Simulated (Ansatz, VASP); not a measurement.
ZnSe: VASP beside Ansatz

INCAR

```
PREC = Accurate ; ENCUT = 600
EDIFF = 1E-7 ; ISMEAR = 0
SIGMA = 0.02 ; LREAL = False
LASPH = True ; NELM = 80
ALGO = Normal ; ISIF = 3
LWAVE = False ; LCHARG = False
GGA = CA ; IBRION = 2
NSW = 100 ; EDIFFG = -0.005
```

File KPOINTS:

```
Automatic mesh
0
Gamma
  8 8 8
```

POSCAR

```
ZnSe
1.0
    0.0000000000      2.8338000000      2.8338000000
    2.8338000000      0.0000000000      2.8338000000
    2.8338000000      2.8338000000      0.0000000000
Zn Se
1 1
Direct
    0.0000000000      0.0000000000      0.0000000000
    0.7500000000      0.7500000000      0.7500000000
```

Input for Ansatz:

```yaml
crystal:
  lattice:
    - [0.0, 2.8338, 2.8338]
    - [2.8338, 0.0, 2.8338]
    - [2.8338, 2.8338, 0.0]
  atoms:
    - { symbol: Zn, position: [0.0, 0.0, 0.0] }
    - { symbol: Se, position: [0.75, 0.75, 0.75] }
basis:
  ecutwfc: 420
kpoints:
  mp_grid: { grid: [8, 8, 8] }
hamiltonian:
  xc: lda
scf:
  occupations: { method: gaussian, width: 0.02 }
output:
  forces: true
  stress: true
  eigenvalues: true
relax:
  adjacent_minimum: "off"
  f_tol: 0.005
  max_steps: 80
  cell: { stress_tol: 0.05 }
```

Alike in both runs: task relaxation of cell and atoms; functional LDA; k mesh 8 × 8 × 8; occupations gaussian, width 0.02 eV; no spin polarisation.

|  | VASP | Ansatz |
| --- | --- | --- |
| version | VASP 6.6.1 | Ansatz 0.2.0 |
| potentials or method | VASP PAW LDA potentials, release 64 (Zn, Se) | scalar-relativistic, plane waves, PAW |
| plane-wave cutoff (eV) | 600 | 420 |
| valence electrons in the cell | 18 | 28 |

Ansatz gave:

```
gap on the k mesh at the Fermi level, each at its own relaxed structure (eV) : 1.25
relaxed volume (Å³/atom)                                                     : 21.57
relaxed cell length with the largest relative difference (Å)                 : 3.937
energy change over the relaxation (meV/atom)                                 : -13
```

**Question.** What did VASP give for the same quantities?

**Answer.** gap on the k mesh at the Fermi level, each at its own relaxed structure (eV): 1.27; relaxed volume (Å³/atom): 21.67; relaxed cell length with the largest relative difference (Å): 3.943; energy change over the relaxation (meV/atom): -11.

The two sets of potentials don't hold the same shells in valence.

LDA usually gives volumes a few per cent too small. Zero-point motion and thermal expansion aren't in these numbers.
